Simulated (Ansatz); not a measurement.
# CdS: the band gap up the ladder of functionals

An exercise on one series of results from a longer session: the logs are not shown, and one member is left open.

Code: Ansatz 0.2.0. PAW datasets, plane waves. Computed at 0 K without zero-point motion; spin polarisation is off.

### The cell

The cell was relaxed beforehand with r2SCAN.

It is hexagonal, P6_3mc (No. 186); conventional cell a = 4.165 Å, c = 6.766 Å, 25.41 Å³ an atom. Around Cd lie 4 S at 2.54–2.55 Å; around S lie 4 Cd at 2.54–2.55 Å.

Coordinates:

```
CELL_PARAMETERS angstrom
4.16456 0.00000 0.00000
-2.08228 3.60661 0.00000
0.00000 0.00000 6.76624
ATOMIC_POSITIONS crystal
Cd 0.66667 0.33333 0.50005
Cd 0.33333 0.66667 0.00005
S 0.66667 0.33333 0.87695
S 0.33333 0.66667 0.37695
```

The first run:

Contents of input.yaml:

```yaml
crystal:
  lattice:
    - [4.1645590945, 0.0, 0.0]
    - [-2.0822795473, 3.6066139714, 0.0]
    - [0.0, 0.0, 6.76623772]
  atoms:
    - { symbol: Cd, position: [0.6666666667, 0.3333333333, 0.5000478141] }
    - { symbol: Cd, position: [0.3333333333, 0.6666666667, 4.78141e-05] }
    - { symbol: S, position: [0.6666666667, 0.3333333333, 0.8769521859] }
    - { symbol: S, position: [0.3333333333, 0.6666666667, 0.3769521859] }
kpoints:
  mp_grid: { grid: [12, 12, 4] }
  band_path:
    path:
      - [[0.0, 0.0, 0.0], [0.5, 3.867235055972e-17, -1.65509844924e-35], [0.3333333333333, 0.3333333333333, -8.877365832953e-36], [0.0, 0.0, 0.0], [1.450501050404e-52, -1.712631001023e-52, 0.5], [0.5, 3.867235055972e-17, 0.5], [0.3333333333333, 0.3333333333333, 0.5], [1.450501050404e-52, -1.712631001023e-52, 0.5]]
      - [[0.5, 3.867235055972e-17, 0.5], [0.5, 3.867235055972e-17, -1.65509844924e-35]]
      - [[0.3333333333333, 0.3333333333333, 0.5], [0.3333333333333, 0.3333333333333, -8.877365832953e-36]]
    npoints: 10
hamiltonian:
  xc: pbe
scf:
  occupations: { method: fermi_dirac, width: 0.02 }
  n_extra_bands: 5
output:
  forces: true
  stress: true
  eigenvalues: true
```

Started as:

```
ansatz run input.yaml --threads 2 --pin off --max-ram 20275MiB --backend cpu --events-out ev --progress --plain --runs-dir out
```

Among the steps run: PBE bands along the symmetry lines; r2SCAN at the same geometry; Single point with HSE06; PBE+SOC; PBE0; LDA; Quasiparticle levels, G0W0@PBE; G0W0 on PBE; Single point with DDH-PBE0; Single point with HSE06+SOC; LC-ωPBE; Single point with r2SCANh.

One of the session's tables, all rows but one given; the rest of the session is left out.

```
                     level  gap (eV)
                       PBE      1.17
                    r2SCAN         ?
                     HSE06      2.19
                   PBE+SOC      1.16
                      PBE0      2.83
                       LDA      0.89
G0W0@PBE (303 empty bands)      1.92
G0W0@PBE (753 empty bands)      1.96
                  DDH-PBE0      2.25
                 HSE06+SOC      2.17
                   LC-ωPBE      7.03
                   r2SCANh      2.21
```

Estimate the missing values for r2SCAN.

The run gave: gap (eV): 1.63. In the column «gap (eV)» it lies between PBE (1.17) and G0W0@PBE (303 empty bands) (1.92).

Meshes: PBE 12×12×4, r2SCAN 12×12×4, HSE06 6×6×4, PBE+SOC 12×12×4, PBE0 6×6×4, LDA 12×12×4, DDH-PBE0 6×6×4, HSE06+SOC 6×6×2, LC-ωPBE 6×6×4, r2SCANh 6×6×4.

To keep in mind: Warnings in the runs' records: stress scf threshold loose, stress exchange threshold loose.
